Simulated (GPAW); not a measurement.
Crystal: CuO.

```
Cu O
1.0
     0.00000    2.11656    2.11656
     2.11656    0.00000    2.11656
     2.11656    2.11656    0.00000
Cu O
1 1
Direct
  0.02950 0.02810 0.90803
  0.47050 0.47190 0.59197
```

The cell comes from a database or a generator and needn't be the stable form of this composition.

The cell isn't the ideal one: atom 2 moved 0.45 Å.

Base run:

| Property | Result |
| --- | --- |
| Program | GPAW 26.7.0 |
| Functional | PBE |
| Potentials or basis | GPAW PAW data sets (gpaw-data 1.2.1) |
| Cutoff | 800 eV |
| Basis | pw |
| k mesh | 11 × 11 × 11 |
| Occupations | fermi-dirac, width 0.05 eV |
| Spin | no spin polarisation |

Its results: band gap on the k mesh none (metal or under the smearing width); pressure 21.2 GPa; largest force 1.129 eV/Å.

The run is repeated on the same cell with these changes: functional from PBE to TPSS; dispersion from none to D3(BJ). What comes out?

Band gap on the k mesh none (metal or under the smearing width); pressure 10.2 GPa; largest force 1.287 eV/Å.

Several settings changed at once, so the effect can't be laid on one alone.

Caveats: with this Cu data set, volumes or pressures lay over 1.5 % or 2 GPa off other programs in two to four cells of ten; an odd number of electrons without spin polarisation forces a metal; a magnetic or distorted state may lie lower; the run has no spin polarisation, though such a crystal can be magnetic; semilocal functionals often make such compounds metallic where correlation or magnetic order opens a gap, which also shifts bond lengths; so large a pressure means that the cell lies far from this level's equilibrium, or that cutoff or potentials fall short (some runs); the PAW data sets were made with another functional, which shifts forces and pressure a little (some runs).
